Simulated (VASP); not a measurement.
Here is a VASP 6.6.1 calculation.

Contents of INCAR:

```
SYSTEM = TiS2
  PREC = Accurate
  ENCUT = 520
  EDIFF = 1E-6
  ISMEAR = -1
  SIGMA = 0.02
  LREAL = .FALSE.
  LASPH = .TRUE.
  NELM = 100
  ALGO = Normal
  ISIF = 2
  LWAVE = .FALSE.
  LCHARG = .FALSE.
  GGA = PE
  NBANDS = 19
```

The input KPOINTS:

```
regular mesh
0
G
  12 12 4
  0 0 0
```

POSCAR

```
TiS2
1.0
    3.4109118719      0.0000000000      0.0000000000
   -1.7054559359      2.9539363312      0.0000000000
    0.0000000000      0.0000000000      5.7407101477
Ti S
1 2
Direct
    0.0000000000      0.0000000000      0.0000000000
    0.3333333333      0.6666666667      0.2448339576
    0.6666666667      0.3333333333      0.7551660424
```

Potentials or basis: VASP PAW PBE potentials, release 64 (Ti_sv, S).

Run with:

```sh
$ cat potpaw_PBE.64/Ti_sv/POTCAR potpaw_PBE.64/S/POTCAR > POTCAR
$ mpirun -np 1 vasp_std > vasp.out
```

(1) Predict the pressure.

(2) Estimate the band gap on the k mesh.

(3) Estimate the largest force.

Results:

(1) 1.5 GPa.

(2) none (metal or under the smearing width).

(3) 0.109 eV/Å.

Caveat: this functional lacks dispersion, which binds the layers, so the pressure and a relaxed spacing across them are unreliable.
